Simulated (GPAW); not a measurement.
TiC:

```
Ti C
1.0
     0.00000    2.16572    2.16572
     2.16572    0.00000    2.16572
     2.16572    2.16572    0.00000
Ti C
1 1
Direct
  0.00000 0.00000 0.00000
  0.50000 0.50000 0.50000
```

The cell is a database's computed one.

Base run:

* Program: GPAW 26.7.0
* Functional: LDA
* Potentials or basis: the program's PAW data sets (release 1.2.1) made for this functional
* Cutoff: 800 eV
* Basis: pw
* k mesh: 11 × 11 × 11
* Occupations: fermi-dirac, width 0.05 eV
* Spin: no spin polarisation

Its results: pressure -11.8 GPa.

Task: The run is repeated on the same cell with these changes: functional from LDA to RPBE. What comes out?

Result: Pressure 5.6 GPa.

RPBE binds less tightly than LDA, so the same cell stands under more pressure.
